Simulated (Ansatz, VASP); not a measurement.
**AlN: VASP beside Ansatz**

INCAR

```
SYSTEM = AlN
PREC = Accurate ; ENCUT = 520
EDIFF = 1E-6 ; ISMEAR = 0
SIGMA = 0.05 ; LREAL = .FALSE.
LASPH = .TRUE. ; NELM = 60
ALGO = Normal ; ISIF = 2
LWAVE = .FALSE. ; LCHARG = .FALSE.
GGA = PS ; NBANDS = 11
```

Contents of KPOINTS:

```
Automatic mesh
0
G
  10 10 10
  0 0 0
```

POSCAR

```
AlN
1.0
    0.1598982448      2.0307825446      2.0307825446
    2.0307825446      0.1598982448      2.0307825446
    2.0307825446      2.0307825446      0.1598982448
Al N
1 1
Direct
    0.5000000000      0.5000000000      0.5000000000
    0.0000000000      0.0000000000      0.0000000000
```

Input for Ansatz:

```yaml
crystal:
  lattice:
    - [0.1598982448, 2.0307825446, 2.0307825446]
    - [2.0307825446, 0.1598982448, 2.0307825446]
    - [2.0307825446, 2.0307825446, 0.1598982448]
  atoms:
    - { symbol: Al, position: [0.5, 0.5, 0.5] }
    - { symbol: "N", position: [0.0, 0.0, 0.0] }
basis:
  ecutwfc: 520.0
kpoints:
  mp_grid: { grid: [10, 10, 10] }
hamiltonian:
  xc: pbesol
  pseudopotentials: { kind: paw, azcp: { folder: soft_1 } }
scf:
  occupations: { method: gaussian, width: 0.05 }
output:
  forces: true
  stress: true
  eigenvalues: true
```

Alike in both runs: task single point; functional PBEsol; k mesh 10 × 10 × 10; occupations gaussian, width 0.05 eV; no spin polarisation.

|  | VASP | Ansatz |
| --- | --- | --- |
| version | VASP 6.6.1 | Ansatz 0.2.0 |
| potentials or method | VASP PAW PBE potentials, release 64 (Al, N) | scalar-relativistic, plane waves, PAW |
| plane-wave cutoff (eV) | 520 | 520 |
| valence electrons in the cell | 8 | 8 |

VASP gave:

```
gap on the k mesh at the Fermi level (eV) : 3.16
least direct gap on the mesh (eV)         : 5.23
```

Question: What did Ansatz give for the same quantities?

Answer: gap on the k mesh at the Fermi level (eV): 3.16; least direct gap on the mesh (eV): 5.20.

Ansatz warned: «pseudo_functional_mismatch».

 A k mesh can miss the band edges.
